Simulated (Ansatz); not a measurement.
The cell is a 2-atom cell of AgBr started from a crystallographic database; cell and atoms were relaxed with r2SCAN. It is cubic, Fm-3m (No. 225); a = 5.786 Å in the conventional setting, 24.21 Å³ an atom. Around Ag lie 6 Br at 2.89 Å; around Br lie 6 Ag at 2.89 Å.

```
Ag Br
1.0
     0.00000    2.89276    2.89276
     2.89276    0.00000    2.89276
     2.89276    2.89276    0.00000
Ag Br
1 1
Cartesian
  0.0000 0.0000 0.0000
  2.8928 2.8928 2.8928
```

The questions ask for values computed with the plane-wave code Ansatz on this geometry. (Simulation; no magnetic order is allowed.)

Given (8×8×8 mesh): PBE gives an indirect gap of 0.68 eV, from L to Γ; the least direct gap is 2.53 eV at Γ.

Q: How does the gap change from PBE to DDH-PBE0 (6×6×6)?

A: The DDH-PBE0 gap is indirect, 1.99 eV (L to Γ), below the direct gap of 3.77 eV at Γ. The share of exact exchange is 0.166. The gap differs by +1.31 eV from PBE's.

Q: What does PBE0 give for the gap (6×6×6 mesh)?

A: PBE0 gives an indirect gap of 2.69 eV, from L to Γ; the least direct gap is 4.44 eV at Γ. The gap differs by +2.01 eV from PBE's.

Q: Roughly how does the cost of the HSE06+SOC run (4×4×4) compare with r2SCAN's (8×8×8)?

A: About 30 times as much (100 core-seconds against 2.9 core-seconds, on 2 threads of Intel(R) Xeon(R) 6975P-C (Granite Rapids), with other jobs on the host).

Q: What are ε∞ and the Born charges with r2SCAN?

A: The electronic dielectric tensor ε∞ is 5.22 in all directions. Born charges, averaged over directions: Ag +1.48, Br -1.48 e.

Only the levels marked +SOC include spin-orbit coupling.

The meshes of the hybrids are coarse, so their gaps aren't converged to the digits shown.

Set aside, since their points miss a band edge that the other levels read or their mesh is too coarse: LC-ωPBE.
